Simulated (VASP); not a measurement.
Crystal: GaP.

```
CELL_PARAMETERS angstrom
1.94302 1.12180 6.43081
-1.94302 1.12180 6.43081
0.00000 -2.24360 6.43081
ATOMIC_POSITIONS crystal
Ga 0.43537 0.43537 0.43537
Ga 0.56463 0.56463 0.56463
P 0.05739 0.05739 0.05739
P 0.94261 0.94261 0.94261
```

Measurements of this composition are mostly on another form, of space group No. 216.

| Item | Value |
| --- | --- |
| Program | VASP 6.6.1 |
| Task | relaxation of cell and atoms |
| Functional | RPBE |
| Potentials or basis | VASP PAW PBE potentials, release 64 (Ga_d, P) |
| Cutoff | 600 eV |
| k mesh | 9 × 9 × 9 |
| Occupations | gaussian, width 0.02 eV |
| Spin | no spin polarisation |

At the start: pressure 1.9 GPa; volume 21.03 Å³/atom.

Task: How do energy, volume and symmetry change on relaxing?

Result: Over 6 steps the energy falls by 3.4 meV/atom and the volume is 21.62 Å³/atom (+2.8 %); space group R-3m (No. 166, to 0.05 Å).

Step by step:
| step | energy change (eV) | largest force (eV/Å) | pressure (GPa) | volume (Å³) |
| --- | --- | --- | --- | --- |
| 1 | 0.0000 | 0.0531 | 1.89 | 84.10 |
| 2 | -0.0122 | 0.0731 | -0.52 | 87.16 |
| 3 | -0.0135 | 0.0636 | -0.01 | 86.43 |
| 4 | -0.0137 | 0.0227 | 0.01 | 86.46 |
| 5 | -0.0137 | 0.0213 | 0.02 | 86.46 |
| 6 | -0.0137 | 0.0043 | -0.01 | 86.49 |

Final structure:
```
CELL_PARAMETERS angstrom
1.96178 1.13264 6.48719
-1.96178 1.13264 6.48719
0.00000 -2.26527 6.48719
ATOMIC_POSITIONS crystal
Ga 0.43539 0.43539 0.43539
Ga 0.56461 0.56461 0.56461
P 0.05718 0.05718 0.05718
P 0.94282 0.94282 0.94282
```

Caveat: the PAW data sets were made with another functional, which shifts forces and pressure a little; an odd mesh through Γ misses points on the zone boundary, where band edges often lie.
